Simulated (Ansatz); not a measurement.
**A Ti vacancy in anatase TiO2, 107 atoms, charge −4**

Wanted: path and barrier of the jump (PBEsol and HSE06).

Method: density functional theory in Ansatz 0.2.0, PAW datasets, plane waves.

### 1 The system as built

107 atoms (35 Ti, 72 O); a = 11.311 Å, b = 11.311 Å, c = 9.548 Å, α = 90.00°, β = 90.00°, γ = 90.00°. All atoms were shaken off their sites by about 0.02 Å along each axis. Defect site 1: (0.500, 0.500, 0.500).

The runs, in order: (2) PBEsol relaxation at the single k point (¼, ¼, ¼), on 1 × NVIDIA GB300 Max-Q with 8 threads of Arm Neoverse-V2; (3) HSE06 single point at the single k point (¼, ¼, ¼), on 1 × NVIDIA GB300 Max-Q with 8 threads of Arm Neoverse-V2; (4) PBEsol band at the single k point (¼, ¼, ¼), on 1 × NVIDIA GB300 Max-Q with 8 threads of Arm Neoverse-V2; (5) HSE06 single point at the single k point (¼, ¼, ¼), on 1 × NVIDIA GB300 Max-Q with 8 threads of Arm Neoverse-V2.

### 2 PBEsol relaxation in the fixed cell

Contents of in.yaml:

```yaml
crystal:
  lattice:
    - [11.311282, 0.000005, -0.000027]
    - [0.000005, 11.311282, -0.000027]
    - [-0.000023, -0.000023, 9.548388]
  atoms:
    - { symbol: Ti, position: [0.001488, 0.000273, 0.997599] }
    - { symbol: Ti, position: [0.998693, 0.334044, 0.993653] }
    - { symbol: Ti, position: [0.998571, 0.669828, 0.001429] }
    - { symbol: Ti, position: [0.333888, 0.001522, 0.001505] }
    - { symbol: Ti, position: [0.335201, 0.333302, 0.998802] }
    - { symbol: Ti, position: [0.333124, 0.666008, 0.999758] }
    - { symbol: Ti, position: [0.667164, 0.998075, 0.001392] }
    - { symbol: Ti, position: [0.666531, 0.335300, 0.999675] }
    - { symbol: Ti, position: [0.664895, 0.666329, 0.001669] }
    - { symbol: Ti, position: [0.999559, 0.166961, 0.249277] }
    - { symbol: Ti, position: [0.998671, 0.500355, 0.250469] }
    - { symbol: Ti, position: [0.000561, 0.833599, 0.251014] }
    - { symbol: Ti, position: [0.332839, 0.167509, 0.246213] }
    - { symbol: Ti, position: [0.333064, 0.500695, 0.248905] }
    - { symbol: Ti, position: [0.336023, 0.833816, 0.252390] }
    - { symbol: Ti, position: [0.669106, 0.167108, 0.250616] }
    - { symbol: Ti, position: [0.667452, 0.503136, 0.250717] }
    - { symbol: Ti, position: [0.667398, 0.830675, 0.247144] }
    - { symbol: Ti, position: [0.168845, 0.001970, 0.749884] }
    - { symbol: Ti, position: [0.165058, 0.331055, 0.748999] }
    - { symbol: Ti, position: [0.166705, 0.662581, 0.747011] }
    - { symbol: Ti, position: [0.501059, 0.000141, 0.753702] }
    - { symbol: Ti, position: [0.500546, 0.332985, 0.749423] }
    - { symbol: Ti, position: [0.495251, 0.666601, 0.750865] }
    - { symbol: Ti, position: [0.833179, 0.002937, 0.750365] }
    - { symbol: Ti, position: [0.833362, 0.331074, 0.749760] }
    - { symbol: Ti, position: [0.834093, 0.665962, 0.752262] }
    - { symbol: Ti, position: [0.165775, 0.165352, 0.502090] }
    - { symbol: Ti, position: [0.167811, 0.498966, 0.498275] }
    - { symbol: Ti, position: [0.165651, 0.834738, 0.500655] }
    - { symbol: Ti, position: [0.500569, 0.168291, 0.501128] }
    - { symbol: Ti, position: [0.503319, 0.833092, 0.499606] }
    - { symbol: Ti, position: [0.835985, 0.165350, 0.499688] }
    - { symbol: Ti, position: [0.835042, 0.498360, 0.502922] }
    - { symbol: Ti, position: [0.832348, 0.833680, 0.501308] }
    - { symbol: O, position: [0.998814, 0.002083, 0.208787] }
    - { symbol: O, position: [0.003076, 0.331446, 0.204283] }
    - { symbol: O, position: [0.999667, 0.665737, 0.209763] }
    - { symbol: O, position: [0.334503, 0.999935, 0.208233] }
    - { symbol: O, position: [0.334539, 0.332620, 0.209404] }
    - { symbol: O, position: [0.334191, 0.667844, 0.207628] }
    - { symbol: O, position: [0.666746, 0.000219, 0.205789] }
    - { symbol: O, position: [0.667419, 0.335271, 0.205542] }
    - { symbol: O, position: [0.667377, 0.665777, 0.207013] }
    - { symbol: O, position: [0.999777, 0.166768, 0.453923] }
    - { symbol: O, position: [0.997659, 0.497427, 0.456178] }
    - { symbol: O, position: [0.998619, 0.832404, 0.460921] }
    - { symbol: O, position: [0.334932, 0.162288, 0.454320] }
    - { symbol: O, position: [0.329644, 0.499440, 0.456469] }
    - { symbol: O, position: [0.333444, 0.832371, 0.457079] }
    - { symbol: O, position: [0.666463, 0.165530, 0.460667] }
    - { symbol: O, position: [0.663257, 0.497292, 0.456283] }
    - { symbol: O, position: [0.664612, 0.828803, 0.454203] }
    - { symbol: O, position: [0.001308, 0.165069, 0.040934] }
    - { symbol: O, position: [0.001488, 0.501203, 0.041757] }
    - { symbol: O, position: [0.997856, 0.835272, 0.042817] }
    - { symbol: O, position: [0.333917, 0.166905, 0.039533] }
    - { symbol: O, position: [0.332628, 0.500882, 0.044019] }
    - { symbol: O, position: [0.333313, 0.836143, 0.040851] }
    - { symbol: O, position: [0.664952, 0.167518, 0.040579] }
    - { symbol: O, position: [0.667476, 0.500850, 0.041120] }
    - { symbol: O, position: [0.664601, 0.833744, 0.040473] }
    - { symbol: O, position: [0.001077, 0.997401, 0.790417] }
    - { symbol: O, position: [0.999113, 0.334430, 0.789530] }
    - { symbol: O, position: [0.999053, 0.668164, 0.790684] }
    - { symbol: O, position: [0.334353, 0.001251, 0.791321] }
    - { symbol: O, position: [0.330247, 0.332926, 0.792210] }
    - { symbol: O, position: [0.333885, 0.667471, 0.791637] }
    - { symbol: O, position: [0.665067, 0.997919, 0.792073] }
    - { symbol: O, position: [0.666697, 0.333792, 0.793141] }
    - { symbol: O, position: [0.668154, 0.669144, 0.790289] }
    - { symbol: O, position: [0.168880, 0.166263, 0.293163] }
    - { symbol: O, position: [0.165086, 0.500001, 0.294365] }
    - { symbol: O, position: [0.162669, 0.832557, 0.292209] }
    - { symbol: O, position: [0.500430, 0.165596, 0.288477] }
    - { symbol: O, position: [0.503395, 0.499865, 0.290848] }
    - { symbol: O, position: [0.500983, 0.830250, 0.292565] }
    - { symbol: O, position: [0.834304, 0.166633, 0.291044] }
    - { symbol: O, position: [0.833706, 0.501453, 0.289726] }
    - { symbol: O, position: [0.829314, 0.834978, 0.289254] }
    - { symbol: O, position: [0.166879, 0.999901, 0.957163] }
    - { symbol: O, position: [0.166877, 0.331990, 0.958725] }
    - { symbol: O, position: [0.168543, 0.666191, 0.956768] }
    - { symbol: O, position: [0.501821, 0.001396, 0.958297] }
    - { symbol: O, position: [0.499297, 0.331247, 0.955695] }
    - { symbol: O, position: [0.501518, 0.663077, 0.959068] }
    - { symbol: O, position: [0.834087, 0.998846, 0.959520] }
    - { symbol: O, position: [0.830427, 0.335191, 0.954056] }
    - { symbol: O, position: [0.834445, 0.665695, 0.961802] }
    - { symbol: O, position: [0.164473, 0.999380, 0.544538] }
    - { symbol: O, position: [0.166288, 0.332643, 0.542677] }
    - { symbol: O, position: [0.165518, 0.668035, 0.544440] }
    - { symbol: O, position: [0.500981, 0.999006, 0.542627] }
    - { symbol: O, position: [0.499204, 0.335782, 0.543189] }
    - { symbol: O, position: [0.498811, 0.663429, 0.544287] }
    - { symbol: O, position: [0.828923, 0.998858, 0.542642] }
    - { symbol: O, position: [0.830030, 0.333105, 0.541023] }
    - { symbol: O, position: [0.829990, 0.666081, 0.542338] }
    - { symbol: O, position: [0.168136, 0.164103, 0.710169] }
    - { symbol: O, position: [0.165956, 0.498808, 0.705955] }
    - { symbol: O, position: [0.166205, 0.833743, 0.706804] }
    - { symbol: O, position: [0.502097, 0.166550, 0.708285] }
    - { symbol: O, position: [0.500900, 0.500315, 0.706149] }
    - { symbol: O, position: [0.499337, 0.834847, 0.708065] }
    - { symbol: O, position: [0.832567, 0.168009, 0.702144] }
    - { symbol: O, position: [0.831090, 0.500463, 0.707996] }
    - { symbol: O, position: [0.831215, 0.827463, 0.708911] }
  symmetry: { detect: false }
kpoints:
  mp_grid: { grid: [1, 1, 1], shift: [0.25, 0.25, 0.25] }
hamiltonian:
  xc: pbesol
total_charge: -4
scf:
  occupations: { method: fermi_dirac, width: 0.01 }
relax:
  f_tol: 0.03
  max_steps: 80
  escape_saddle: false
  adjacent_minimum: "off"
output:
  forces: true
  eigenvalues: true
  populations: true
  charged_corrections: { epsilon: 40 }
```

Launch:

```console
$ ansatz run in.yaml --threads 8 --pin off --max-ram 118750MiB --runs-dir r --events-out ev --progress --plain --backend cuda --devices 0,
```

After this run come: HSE06 on the final geometry; The band; HSE06 on the same atoms.

Before running it: what results should come out? Wanted: for each run, top filled to lowest empty.

**Answer**, as computed:

| level | time | top filled to lowest empty (eV) |
| --- | --- | --- |
| PBEsol, relaxation | 9.9 s (GPU) | 2.46 |
| HSE06 | 66 s (GPU) | 3.96 |
| HSE06, at the band's top | 67 s (GPU) | 4.02 |

| quantity | value |
| --- | --- |
| relaxation | 6 recorded steps, 5.33 eV gained |
| largest shift | 0.39 Å (O103) |
| barrier forwards, backwards | 1.78, 1.78 eV |
| jump | Ti by 2.74 Å |
| band iterations | 47 |
| top less start by HSE06 | 1.94 eV |

**In words.** Relaxation gains 5.33 eV, with shifts up to 0.39 Å (O103). The PBEsol barrier is 1.78 eV forwards and 1.78 eV back, about 69 times kT at 300 K, without charge corrections. The cell's size and k points aren't converged for it. The program's check left the order of the top open. On the same two geometries HSE06 gives 1.94 eV. At the same k points, PBEsol gives a spacing 1.50 eV smaller than the 3.96 eV of HSE06. In a defect cell this spacing can involve defect levels, so it need not be the gap.
